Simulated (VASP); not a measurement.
# SiC: zone-centre modes, functional by functional, part 2 of 4

Aim: the vibrations of SiC at the zone centre, at several levels of theory. The starting structure is a computed structure from the Materials Project.

VASP 6.6.1.

## 2. Modes with LDA (continued)

Level of this step: LDA; plane waves and PAW (Si, C) (VASP).

OUTCAR, selected parts (step 2):

```text
ion  position               nearest neighbor table
   1  0.000  0.000  0.188-   7 1.87   7 1.87   7 1.87   5 1.88   3 3.06   3 3.06   3 3.06   4 3.07
                             4 3.07   4 3.07
   2  0.000  0.000  0.688-   8 1.87   8 1.87   8 1.87   6 1.88   4 3.06   4 3.06   4 3.06   3 3.07
                             3 3.07   3 3.07
   3  0.333  0.667  0.438-   6 1.87   6 1.87   6 1.87   7 1.88   1 3.06   1 3.06   1 3.06   2 3.07
                             2 3.07   2 3.07
   4  0.667  0.333  0.938-   5 1.87   5 1.87   5 1.87   8 1.88   2 3.06   2 3.06   2 3.06   1 3.07
                             1 3.07   1 3.07
   5  0.000  0.000  0.000-   4 1.87   4 1.87   4 1.87   1 1.88
   6  0.000  0.000  0.500-   3 1.87   3 1.87   3 1.87   2 1.88
   7  0.333  0.667  0.250-   1 1.87   1 1.87   1 1.87   3 1.88
   8  0.667  0.333  0.750-   2 1.87   2 1.87   2 1.87   4 1.88

  LATTYP: Found a hexagonal cell.
 ALAT       =     3.0601431151
 C/A-ratio  =     3.2738487626

 Subroutine GETGRP returns: Found 12 space group operations
 (whereof  6 operations were pure point group operations)

The static configuration has the point symmetry C_3v.
 The point group associated with its full space group is C_6v.

 Found     24 irreducible k-points:

   k-points           NKPTS =     24   k-points in BZ     NKDIM =     24   number of bands    NBANDS=     24

   dimension x,y,z NGX =    24 NGY =   24 NGZ =   80
   dimension x,y,z NGXF=    48 NGYF=   48 NGZF=  160

   ENCUT  =  520.0 eV  38.22 Ry    6.18 a.u.   5.69  5.69 18.63*2*pi/ulx,y,z

   NELECT =      32.0000    total number of electrons

 k-points in reciprocal lattice and weights: Automatic mesh
   0.00000000  0.00000000  0.00000000       0.006
   0.11111111  0.00000000  0.00000000       0.037
   0.22222222  0.00000000  0.00000000       0.037
   0.33333333  0.00000000  0.00000000       0.037
   0.44444444  0.00000000  0.00000000       0.037
   0.11111111  0.11111111  0.00000000       0.037
   0.22222222  0.11111111  0.00000000       0.074
   0.33333333  0.11111111  0.00000000       0.074
   0.44444444  0.11111111  0.00000000       0.037
[...]
0.33333333  0.22222222  0.50000000       0.074
   0.33333333  0.33333333  0.50000000       0.012

 average (electrostatic) potential at core
       1 -81.6365       2 -81.6586       3 -81.7401       4 -81.6727       5 -48.7573
       6 -48.8265       7 -48.7443       8 -48.7312

 E-fermi :   8.4546

 k-point     1 :       0.0000    0.0000    0.0000
  band No.  band energies     occupation
    ...
     12       7.7389      2.00000
     13       7.7389      2.00000
     14       8.3095      2.00000
     15       8.3318      2.00000
     16       8.3318      2.00000
     17      13.5467      0.00000
     18      14.1210      0.00000
     19      14.7510      0.00000
     20      14.8772      0.00000
     21      15.3102      0.00000
    ...

 k-point     2 :       0.1111    0.0000    0.0000
  band No.  band energies     occupation
    ...
     12       7.3709      2.00000
     13       7.4397      2.00000
     14       7.5805      2.00000
     15       8.1635      2.00000
     16       8.2344      2.00000
     17      13.7364      0.00000
     18      14.3751      0.00000
     19      14.4163      0.00000
     20      15.0482      0.00000
     21      15.3004      0.00000
    ...

 k-point     3 :       0.2222    0.0000    0.0000
  band No.  band energies     occupation
    ...
     12       6.0312      2.00000
     13       6.8109      2.00000
     14       6.8302      2.00000
     15       7.6907      2.00000
     16       7.8892      2.00000
     17      12.4008      0.00000
     18      12.9976      0.00000
     19      13.6083      0.00000
     20      14.7163      0.00000
     21      15.3572      0.00000
    ...

  Total        0.0881793      0.0881793     -0.1436108      0.0000000      0.0000000      0.0000000
  in kB        1.7388531      1.7388531     -2.8319355      0.0000000      0.0000000      0.0000000
  external PRESSURE =       0.2152569 kB  Pullay stress =       0.0000000 kB

  energy-cutoff  :      520.00
  volume of cell :       81.25
      direct lattice vectors                 reciprocal lattice vectors
     3.060143115  0.000000000  0.000000000     0.326782102  0.188667735  0.000000000
    -1.530071557  2.650161677  0.000000000     0.000000000  0.377335469  0.000000000
     0.000000000  0.000000000 10.018445751     0.000000000  0.000000000  0.099815882

 POSITION                                       TOTAL-FORCE (eV/Angst)
 -----------------------------------------------------------------------------------
      0.00000      0.00000      1.88235         0.000000     -0.000000     -0.177274
      0.00000      0.00000      6.89157        -0.000000      0.000000      0.039622
     -0.00000      1.76677      4.38656        -0.000000      0.000000     -0.157110
      1.53007      0.88339      9.39578        -0.000000      0.000000      0.025063
      0.00000      0.00000      0.00458        -0.000000     -0.000000     -0.045744
      0.00000      0.00000      5.01380         0.000000     -0.000000     -0.047073
     -0.00000      1.76677      2.48766        -0.000000     -0.000000      0.398570
      1.53007      0.88339      7.51189         0.000000      0.000000     -0.036053
 -----------------------------------------------------------------------------------
    total drift:                               -0.000000     -0.000000     -0.000091

  FREE ENERGIE OF THE ION-ELECTRON SYSTEM (eV)
  ---------------------------------------------------
  free  energy   TOTEN  =       -66.5764241394 eV

  energy  without entropy=      -66.5764241394  energy(sigma->0) =      -66.57642414

 Eigenvectors and eigenvalues of the dynamical matrix
 ----------------------------------------------------

   1 f  =   27.598832 THz   173.408579 2PiTHz  920.597958 cm-1   114.139548 meV
             X         Y         Z           dx          dy          dz
      0.000000  0.000000  1.882352     0.000000   -0.000000    0.293652
      0.000000  0.000000  6.891575    -0.000000    0.000000   -0.293652
     -0.000000  1.766774  4.386557     0.000000   -0.000000   -0.181142
      1.530072  0.883387  9.395780    -0.000000    0.000000    0.181142
      0.000000  0.000000  0.004577    -0.000000   -0.000000   -0.591874
      0.000000  0.000000  5.013800    -0.000000   -0.000000    0.591874
     -0.000000  1.766774  2.502663    -0.000000    0.000000   -0.175047
      1.530072  0.883387  7.511886     0.000000   -0.000000    0.175047

   2 f  =   27.322700 THz   171.673587 2PiTHz  911.387170 cm-1   112.997557 meV
             X         Y         Z           dx          dy          dz
[...]
0.000000  0.000000  0.004577     0.000000   -0.000000   -0.176689
      0.000000  0.000000  5.013800    -0.000000   -0.000000    0.176689
     -0.000000  1.766774  2.502663    -0.000000    0.000000    0.589675
      1.530072  0.883387  7.511886     0.000000   -0.000000   -0.589675

   3 f  =   25.155869 THz   158.058985 2PiTHz  839.109463 cm-1   104.036267 meV
             X         Y         Z           dx          dy          dz
      0.000000  0.000000  1.882352     0.000000    0.000000    0.010405
      0.000000  0.000000  6.891575     0.000000    0.000000    0.010405
     -0.000000  1.766774  4.386557     0.000000    0.000000    0.019976
      1.530072  0.883387  9.395780     0.000000    0.000000    0.019976
      0.000000  0.000000  0.004577    -0.000000   -0.000000   -0.522427
      0.000000  0.000000  5.013800    -0.000000   -0.000000   -0.522427
     -0.000000  1.766774  2.502663    -0.000000   -0.000000    0.475986
      1.530072  0.883387  7.511886    -0.000000   -0.000000    0.475986

   4 f  =   23.930487 THz   150.359685 2PiTHz  798.235126 cm-1    98.968498 meV
             X         Y         Z           dx          dy          dz
      0.000000  0.000000  1.882352    -0.176675   -0.204560   -0.000000
      0.000000  0.000000  6.891575    -0.176675   -0.204560    0.000000
     -0.000000  1.766774  4.386557    -0.181058   -0.209635   -0.000000
      1.530072  0.883387  9.395780    -0.181058   -0.209635   -0.000000
      0.000000  0.000000  0.004577     0.278462    0.322412   -0.000000
      0.000000  0.000000  5.013800     0.278462    0.322412    0.000000
     -0.000000  1.766774  2.502663     0.268488    0.310864    0.000000
      1.530072  0.883387  7.511886     0.268488    0.310864    0.000000

   5 f  =   23.930487 THz   150.359685 2PiTHz  798.235126 cm-1    98.968498 meV
             X         Y         Z           dx          dy          dz
      0.000000  0.000000  1.882352     0.204560   -0.176675    0.000000
      0.000000  0.000000  6.891575     0.204560   -0.176675    0.000000
     -0.000000  1.766774  4.386557     0.209635   -0.181058    0.000000
      1.530072  0.883387  9.395780     0.209635   -0.181058    0.000000
      0.000000  0.000000  0.004577    -0.322412    0.278462   -0.000000
      0.000000  0.000000  5.013800    -0.322412    0.278462   -0.000000
     -0.000000  1.766774  2.502663    -0.310864    0.268488   -0.000000
      1.530072  0.883387  7.511886    -0.310864    0.268488   -0.000000

   6 f  =   23.598174 THz   148.271701 2PiTHz  787.150363 cm-1    97.594163 meV
             X         Y         Z           dx          dy          dz
      0.000000  0.000000  1.882352    -0.171633   -0.198716   -0.000000
      0.000000  0.000000  6.891575     0.171633    0.198716   -0.000000
     -0.000000  1.766774  4.386557    -0.169479   -0.196222   -0.000000
      1.530072  0.883387  9.395780     0.169479    0.196222   -0.000000
      0.000000  0.000000  0.004577    -0.241311   -0.279388    0.000000
      0.000000  0.000000  5.013800     0.241311    0.279388    0.000000
     -0.000000  1.766774  2.502663     0.311800    0.360999    0.000000
      1.530072  0.883387  7.511886    -0.311800   -0.360999    0.000000

   7 f  =   23.598174 THz   148.271701 2PiTHz  787.150363 cm-1    97.594163 meV
             X         Y         Z           dx          dy          dz
      0.000000  0.000000  1.882352    -0.198716    0.171633    0.000000
      0.000000  0.000000  6.891575     0.198716   -0.171633    0.000000
     -0.000000  1.766774  4.386557    -0.196222    0.169479    0.000000
      1.530072  0.883387  9.395780     0.196222   -0.169479    0.000000
      0.000000  0.000000  0.004577    -0.279388    0.241311   -0.000000
      0.000000  0.000000  5.013800     0.279388   -0.241311   -0.000000
     -0.000000  1.766774  2.502663     0.360999   -0.311800   -0.000000
      1.530072  0.883387  7.511886    -0.360999    0.311800   -0.000000

   8 f  =   23.472607 THz   147.482740 2PiTHz  782.961894 cm-1    97.074859 meV
             X         Y         Z           dx          dy          dz
      0.000000  0.000000  1.882352     0.000000   -0.000000    0.266013
      0.000000  0.000000  6.891575    -0.000000    0.000000    0.266013
     -0.000000  1.766774  4.386557     0.000000   -0.000000    0.280405
      1.530072  0.883387  9.395780    -0.000000    0.000000    0.280405
      0.000000  0.000000  0.004577     0.000000   -0.000000   -0.389954
      0.000000  0.000000  5.013800    -0.000000    0.000000   -0.389954
     -0.000000  1.766774  2.502663    -0.000000    0.000000   -0.445585
      1.530072  0.883387  7.511886     0.000000   -0.000000   -0.445585

   9 f  =   23.361192 THz   146.782695 2PiTHz  779.245472 cm-1    96.614082 meV
             X         Y         Z           dx          dy          dz
      0.000000  0.000000  1.882352     0.172984    0.200280   -0.000000
      0.000000  0.000000  6.891575    -0.172984   -0.200280   -0.000000
     -0.000000  1.766774  4.386557    -0.172953   -0.200243   -0.000000
      1.530072  0.883387  9.395780     0.172953    0.200243   -0.000000
      0.000000  0.000000  0.004577    -0.310721   -0.359751    0.000000
      0.000000  0.000000  5.013800     0.310721    0.359751    0.000000
     -0.000000  1.766774  2.502663    -0.239264   -0.277018    0.000000
      1.530072  0.883387  7.511886     0.239264    0.277018    0.000000

  10 f  =   23.361192 THz   146.782695 2PiTHz  779.245472 cm-1    96.614082 meV
             X         Y         Z           dx          dy          dz
      0.000000  0.000000  1.882352     0.200280   -0.172984    0.000000
      0.000000  0.000000  6.891575    -0.200280    0.172984    0.000000
     -0.000000  1.766774  4.386557    -0.200243    0.172953    0.000000
      1.530072  0.883387  9.395780     0.200243   -0.172953    0.000000
      0.000000  0.000000  0.004577    -0.359751    0.310721   -0.000000
      0.000000  0.000000  5.013800     0.359751   -0.310721   -0.000000
     -0.000000  1.766774  2.502663    -0.277018    0.239264   -0.000000
      1.530072  0.883387  7.511886     0.277018   -0.239264   -0.000000

  11 f  =   23.110619 THz   145.208299 2PiTHz  770.887257 cm-1    95.577795 meV
             X         Y         Z           dx          dy          dz
      0.000000  0.000000  1.882352     0.169468    0.196214   -0.000000
      0.000000  0.000000  6.891575     0.169468    0.196214   -0.000000
     -0.000000  1.766774  4.386557    -0.163541   -0.189353   -0.000000
      1.530072  0.883387  9.395780    -0.163541   -0.189353   -0.000000
    [... 144 further lines ...]
      0.000000  0.000000  5.013800     0.239040    0.133239    0.000000
     -0.000000  1.766774  2.502663     0.239074    0.133258    0.000000
      1.530072  0.883387  7.511886     0.239074    0.133258    0.000000

 ELASTIC MODULI CONTR FROM IONIC RELAXATION (kBar)
 Direction    XX          YY          ZZ          XY          YZ          ZX
 --------------------------------------------------------------------------------
 XX        -504.7236    282.6100    216.9865     -0.0000      0.0000     -0.0000
 YY         282.6100   -504.7236    216.9865     -0.0000     -0.0000      0.0000
 ZZ         216.9865    216.9865   -425.1464      0.0000      0.0000     -0.0000
 XY          -0.0000     -0.0000      0.0000   -393.6668      0.0000     -0.0000
 YZ           0.0000     -0.0000      0.0000      0.0000   -126.5122     -0.0000
 ZX          -0.0000      0.0000     -0.0000     -0.0000     -0.0000   -126.5122
 --------------------------------------------------------------------------------

 total charge
# of ion       s       p       d       tot
------------------------------------------
    1        0.715   0.996   0.000   1.711
    2        0.715   0.996   0.000   1.711
    3        0.714   0.993   0.000   1.707
    4        0.714   0.993   0.000   1.707
    5        0.830   1.727   0.000   2.557
    6        0.830   1.727   0.000   2.557
    7        0.831   1.729   0.000   2.560
    8        0.831   1.729   0.000   2.560
--------------------------------------------------
tot          6.181  10.890   0.000  17.071

[... 3 further parts left out ...]
```

The last energy, forces, stress and levels in OUTCAR belong to the last displaced cell, not to the cell of POSCAR.

LDA: the zone-centre modes are at the top B1 (4) 920.6, B1 (3) 911.4, A1 (3) 839.1, E1 (3) 798.2 cm⁻¹, at the bottom B1 (1) 399.8, E1 (1) 258.4, E2 (2) 199.3, E2 (1) 191.4 cm⁻¹, with 6 more of the listed ones between.

## 3. Modes with LDA at the given cell

The atoms were first relaxed in the fixed cell, in a run that isn't shown.

INCAR reads:

```
SYSTEM = SiC
PREC = Accurate
ENCUT = 520
EDIFF = 1E-08
NELM = 100
ISMEAR = 0
SIGMA = 0.03
LREAL = .FALSE.
ALGO = Normal
GGA = CA
NBANDS = 24
LORBIT = 11
LWAVE = .FALSE.
LCHARG = .FALSE.
KPAR = 8
IBRION = 6
NFREE = 2
POTIM = 0.015
NSW = 1
ISIF = 2
```

POSCAR reads:

```
SiC
1.0
    3.0756941497      0.0000000000      0.0000000000
   -1.5378470748      2.6636292679      0.0000000000
    0.0000000000      0.0000000000     10.0706464800
Si C
4 4
Direct
    0.0000000000      0.0000000000      0.1878822253
    0.0000000000      0.0000000000      0.6878822253
    0.3333333333      0.6666666667      0.4378596330
    0.6666666667      0.3333333333      0.9378596330
    0.0000000000      0.0000000000      0.0004568855
    0.0000000000      0.0000000000      0.5004568855
    0.3333333333      0.6666666667      0.2498002563
    0.6666666667      0.3333333333      0.7498002563
```

KPOINTS reads:

```
Automatic mesh
0
Gamma
9 9 2
0 0 0
```

Potentials, in the order of the species: Si and C (LDA family, release 64).

Launch:

```
mpirun -np 8 vasp_std
```

What it wrote:

```text
[banner, memory and clock lines left out]
running    8 mpi-ranks, on    1 nodes
[...]
[... a notice as in an earlier step ...]

 LDA part: xc-table for (Slater(with rela. corr.)+CA(PZ))
 , standard interpolation
 POSCAR, INCAR and KPOINTS ok, starting setup
[...]
entering main loop
       N       E                     dE             d eps       ncg     rms          rms(c)
DAV:   1     0.721562267582E+02    0.72156E+02   -0.14503E+04  1152   0.120E+03
DAV:   2    -0.675363488859E+02   -0.13969E+03   -0.13039E+03  1576   0.202E+02
DAV:   3    -0.746421941528E+02   -0.71058E+01   -0.70559E+01  1536   0.435E+01
DAV:   4    -0.747423798336E+02   -0.10019E+00   -0.10007E+00  1512   0.613E+00
[...]
DAV:  13    -0.665665176377E+02    0.48797E-06   -0.22350E-06  1480   0.670E-03    0.228E-03
DAV:  14    -0.665665176643E+02   -0.26519E-07   -0.79074E-08  1480   0.181E-03    0.706E-04
DAV:  15    -0.665665176724E+02   -0.81286E-08   -0.14363E-09  1072   0.259E-04
   1 F= -.66566518E+02 E0= -.66566518E+02  d E =-.420609E-20
[... from here on, the cycles between the ionic steps are left out ...]
   2 F= -.66564293E+02 E0= -.66564293E+02  d E =-.611812E-18
   3 F= -.66564293E+02 E0= -.66564293E+02  d E =-.612147E-18
   4 F= -.66563168E+02 E0= -.66563168E+02  d E =-.721960E-21
   5 F= -.66563079E+02 E0= -.66563079E+02  d E =-.935715E-20
   6 F= -.66564316E+02 E0= -.66564316E+02  d E =-.412155E-19
   7 F= -.66564316E+02 E0= -.66564316E+02  d E =-.410914E-19
   8 F= -.66563186E+02 E0= -.66563186E+02  d E =-.316261E-22
   9 F= -.66563098E+02 E0= -.66563098E+02  d E =-.317818E-20
  10 F= -.66564344E+02 E0= -.66564344E+02  d E =-.194760E-19
  11 F= -.66564344E+02 E0= -.66564344E+02  d E =-.194607E-19
  12 F= -.66563465E+02 E0= -.66563465E+02  d E =-.784456E-20
  13 F= -.66563550E+02 E0= -.66563550E+02  d E =-.544581E-23
  14 F= -.66564345E+02 E0= -.66564345E+02  d E =-.191873E-19
  15 F= -.66564345E+02 E0= -.66564345E+02  d E =-.192385E-19
  16 F= -.66563517E+02 E0= -.66563517E+02  d E =-.206369E-20
  17 F= -.66563607E+02 E0= -.66563607E+02  d E =-.562650E-21
 Finite differences progress:
  Degree of freedom:   8/  8
  Displacement:        2/  2
  Total:              16/ 16
```

Elapsed: 2.3 min, on 8 MPI ranks of Intel Xeon Platinum 8259CL at 2.50GHz (Skylake/Cascade Lake), shared host; peak memory 3.1 GiB.

Parts of OUTCAR (step 3):

```text
  Total       -1.6711873     -1.6711873     -1.8968964     -0.0000000      0.0000000     -0.0000000
  in kB      -32.4534917    -32.4534917    -36.8366329     -0.0000000      0.0000000     -0.0000000
  external PRESSURE =     -33.9145388 kB  Pullay stress =       0.0000000 kB

 POSITION                                       TOTAL-FORCE (eV/Angst)
 -----------------------------------------------------------------------------------
      0.00000      0.00000      1.89210         0.000000     -0.000000     -0.176168
      0.00000      0.00000      6.92742         0.000000     -0.000000      0.037437
     -0.00000      1.77575      4.40953         0.000000      0.000000     -0.148672
      1.53785      0.88788      9.44485         0.000000     -0.000000      0.023859
      0.00000      0.00000      0.00460         0.000000      0.000000     -0.042975
      0.00000      0.00000      5.03992        -0.000000      0.000000     -0.044216
     -0.00000      1.77575      2.50065        -0.000000     -0.000000      0.385269
      1.53785      0.88788      7.55097        -0.000000      0.000000     -0.034535
 -----------------------------------------------------------------------------------
    total drift:                                0.000000     -0.000000     -0.000032

  FREE ENERGIE OF THE ION-ELECTRON SYSTEM (eV)
  ---------------------------------------------------
  free  energy   TOTEN  =       -66.5636069923 eV

  energy  without entropy=      -66.5636069923  energy(sigma->0) =      -66.56360699

[... 1 part as in an earlier step ...]

[... 2 further parts left out ...]
[key lines of the parts left out:]
E-fermi :   8.3461
```

The last energy, forces and stress in OUTCAR belong to the last displaced cell, not to that of POSCAR.

With LDA at the given cell the modes are at the top B1 (4) 905.4, B1 (3) 896.2 cm⁻¹, at the bottom E2 (2) 199.1, E2 (1) 191.5 cm⁻¹, with 10 more of the listed ones between; the largest shift is -15.4 cm⁻¹, in E1 (2), from LDA.

[end of part 2 of 4]

[Lines on the potential files, build, host, timing and source positions are cut from VASP's logs without a mark.]

[Logs are printed without paths, hosts, clocks, repeated set-up lines and the standing remarks that a program may print on its own settings, such as how far it seeks lower states.]

[Hosts, paths, dates, database ids (printed as entryN), source tags and the programs' standing remarks are cut or masked in the printed files.]
